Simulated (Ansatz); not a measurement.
# AlAs: the cost of one run

Computed with Ansatz 0.2.0 (reference: DFT, HSE06, plane waves, PAW, unless a step's input says otherwise).

6 further runs of the same task are left out: 1 for a known fault of the program, 5 that didn't finish.

## Step 1: The structure to begin with

Symmetry: F-43m, No. 216, cubic system. Conventional cell: a = 5.678 Å, b = 5.678 Å, c = 5.678 Å, α = 90.00°, β = 90.00°, γ = 90.00°. Al (site symmetry -43m) has 4 As at 2.46 Å as nearest neighbours. As (site symmetry -43m) has 4 Al at 2.46 Å as nearest neighbours.

Coordinates:

```cif
data_structure
_symmetry_space_group_name_H-M 'P 1'
_symmetry_Int_Tables_number 1
_cell_length_a 4.0148
_cell_length_b 4.0148
_cell_length_c 4.0148
_cell_angle_alpha 60.000
_cell_angle_beta 60.000
_cell_angle_gamma 60.000
_cell_volume 45.76
loop_
_atom_site_label
_atom_site_type_symbol
_atom_site_fract_x
_atom_site_fract_y
_atom_site_fract_z
_atom_site_occupancy
Al1 Al 0.00000 0.00000 0.00000 1
As1 As 0.25000 0.25000 0.25000 1
```

## Step 2: The reference run

The input, input.yaml:

```yaml
crystal:
  lattice:
    - [0.0, 2.8389246378, 2.8389246378]
    - [2.8389246378, 0.0, 2.8389246378]
    - [2.8389246378, 2.8389246378, 0.0]
  atoms:
    - { symbol: Al, position: [0.0, 0.0, 0.0] }
    - { symbol: As, position: [0.25, 0.25, 0.25] }
kpoints:
  mp_grid: { grid: [4, 4, 4] }
hamiltonian:
  xc: hse06
scf:
  occupations: { method: fixed }
  n_extra_bands: 4
output:
  forces: true
  stress: true
  eigenvalues: true
  write_density: true
  write_potential: true
  elf: true
  volumetric_format: npy
```

Launch:

```sh
> ansatz run input.yaml --threads 4 --pin off --max-ram 3686MiB --backend cpu --events-out ev --progress --plain --runs-dir out
```

**Question.** How long does this run take on 4 threads of Arm Neoverse N1, shared host, and how much memory does it need?

About 7.7 s, with a peak of 0.68 GiB.
